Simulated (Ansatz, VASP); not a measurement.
**C: VASP beside Ansatz**

File INCAR:

```
SYSTEM = C
PREC = Accurate
ENCUT = 520
EDIFF = 1E-7
ISMEAR = -1
SIGMA = 0.05
LREAL = .False.
LASPH = .True.
NELM = 100
ALGO = Normal
ISIF = 2
LWAVE = .False.
LCHARG = .False.
GGA = PE
NBANDS = 16
```

File KPOINTS:

```
Automatic mesh
0
Gamma
  12 12 12
  0 0 0
```

File POSCAR:

```
C
1.0
    1.2573743967      0.7259454464      8.4450605611
   -1.2573743967      0.7259454464      8.4450605611
    0.0000000000     -1.4518908928      8.4450605611
C
4
Direct
    0.0871730800      0.0871730800      0.0871730800
    0.7538500600      0.7538500600      0.7538500600
    0.2461499400      0.2461499400      0.2461499400
    0.9128269200      0.9128269200      0.9128269200
```

Contents of input.yaml:

```yaml
crystal:
  lattice:
    - [1.2573743967, 0.7259454464, 8.4450605611]
    - [-1.2573743967, 0.7259454464, 8.4450605611]
    - [0.0, -1.4518908928, 8.4450605611]
  atoms:
    - { symbol: C, position: [0.08717308, 0.08717308, 0.08717308] }
    - { symbol: C, position: [0.75385006, 0.75385006, 0.75385006] }
    - { symbol: C, position: [0.24614994, 0.24614994, 0.24614994] }
    - { symbol: C, position: [0.91282692, 0.91282692, 0.91282692] }
hamiltonian:
  xc: pbe
  pseudopotentials: { kind: paw }
kpoints:
  mp_grid: { grid: [12, 12, 12] }
scf:
  occupations: { method: fermi_dirac, width: 0.05 }
output:
  forces: true
  stress: true
  eigenvalues: true
```

Change from the starting cell: volume scaled by 1.06.

Alike in both runs: task single point; functional PBE; k mesh 12 × 12 × 12; occupations fermi-dirac, width 0.05 eV; no spin polarisation.

|  | VASP | Ansatz |
| --- | --- | --- |
| version | VASP 6.6.1 | Ansatz 0.2.0 |
| potentials or method | VASP PAW PBE potentials, release 64 (C) | Ansatz PAW |
| plane-wave cutoff (eV) | 520 | 420 |
| valence electrons in the cell | 16 | 16 |

```tsv
	VASP	Ansatz	Ansatz less VASP
gap on the k mesh at the Fermi level (eV)	0.16	0.16	0.000
least direct gap on the mesh (eV)	0.16	0.16	0.000
pressure (GPa)	-11.3	-11.6	-0.32
largest component of the traceless stress (GPa)	11.38	11.75	+0.376
rms of the force components (eV/Å)	0.004	0.004	+0.0001
```

Atom by atom the forces differ by 0.000 eV/Å (rms over components).

Caveats: the pressure holds a Pulay correction of +0.4 GPa for the finite cutoff (Ansatz). A k mesh can miss the band edges.
